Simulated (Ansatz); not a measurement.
# Several inputs for In2O3

Cell: a COD entry, ions relaxed with PBE at fixed cell.

Space group Ia-3 (No. 206); a = 10.1200 Å.

| site | Wyckoff | site symmetry | x | y | z |
| --- | --- | --- | --- | --- | --- |
| In1 | 8b | .-3. | 0.2500 | 0.2500 | 0.2500 |
| In5 | 24d | 2.. | 0.9662 | 0.0000 | 0.2500 |
| O | 48e | 1 | 0.1186 | 0.1089 | 0.3453 |

One atom of each set is listed; the run and its k-mesh use a cell of 40 atoms with edges of 8.76, 8.76, 8.76 Å.

Reference run. All values are calculated (Ansatz; DFT, PBE, plane waves and PAW, scalar-relativistic, 420 eV cutoff, Γ-centred 3×3×3 k-points, Fermi–Dirac smearing 0.02 eV), not measured.

It gives V_zz (10²¹ V/m²) In1 8.36 (η 0.00), O -2.51 (η 0.43), among others. Each of these runs changes the input as listed (caps on SCF iterations aside):

A. scf.mixing.algorithm: not typed → broyden; scf.mixing.beta: not typed → 0.3; scf.mixing.ndim: not typed → 4; basis.xc_grid: not typed → 4
B. total_charge: not typed → 1
C. scf.mixing.algorithm: not typed → msr1; scf.mixing.beta: not typed → 0.9

Task: How does each run end, and how far do the gradients move?

Result: 

```csv
run,In1 V_zz (η),O V_zz (η),"largest change of a gradient tensor, all atoms",note
A,8.36 (0.00),-2.51 (0.43),0.00,converged
B,8.38 (0.00),-2.12 (0.85),0.59,converged; cell charge +1 on a uniform background; no gap left; odd number of electrons without spin polarisation
C,8.36 (0.00),-2.51 (0.43),0.00,converged
```

Run B moves them most, on O (V_zz from -2.51 to -2.12).

On the reference run: At this cell the PBE pressure is 8 GPa, so with PBE the cell would grow if it were relaxed. Without spin–orbit coupling (the program notes it for In) the gradients are little affected as a rule: paired runs on crystals with a gap mostly move them by under 2 % at such atoms. The database positions were far from equilibrium, so the relaxed structure may not be the compound's real one.
